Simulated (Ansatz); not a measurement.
**Nb under changes of volume**

One of the cells (18.922 Å³/atom); the others are scaled copies at fixed shape and fractional positions:

```
CELL_PARAMETERS angstrom
0.00000 2.11500 2.11500
2.11500 0.00000 2.11500
2.11500 2.11500 0.00000
ATOMIC_POSITIONS crystal
Nb 0.00000 0.00000 0.00000
```

This isn't the form of Nb at room conditions, which is bcc.

| Quantity | Value |
| --- | --- |
| Program | Ansatz 0.2.0 |
| Functional | B88-PBE |
| Potentials or basis | all-electron LAPW, scalar-relativistic |
| Cutoff | 216 eV (chosen from the basis error) |
| Basis error allowed | 0.0005 eV/atom |
| k mesh | 11 × 11 × 11 |
| Occupations | gaussian, width 0.15 eV |
| Spin | collinear spin, ferromagnetic start |
| Starting moments | [0.5] μB |

```csv
volume (Å³/atom),energy over the lowest point (meV/atom),pressure (GPa)
17.786,22.44,8.7
18.165,6.68,4.7
18.543,0.00,1.1
18.922,1.58,-2.2
19.300,10.62,-5.1
19.679,26.36,-7.8
20.057,?,?
```

What does the run at 20.057 Å³/atom give?

Energy over the lowest point 48.11 meV/atom; pressure -10.2 GPa.

Worked out: A Birch-Murnaghan fit of order 3 (a polynomial in V^(-2/3)) to the other rows has its minimum at 18.66 Å³/atom with B0 = V·E''(V) = 167 GPa and B' = 4.0. It gives 48.18 meV/atom at 20.057 Å³/atom, against the run's 48.11, and -dE/dV = -10.4 GPa, against -10.2.

Energies are extrapolated to zero smearing.

Caveats: the starting moments weren't kept.

The runs don't all hold the same shells in valence.
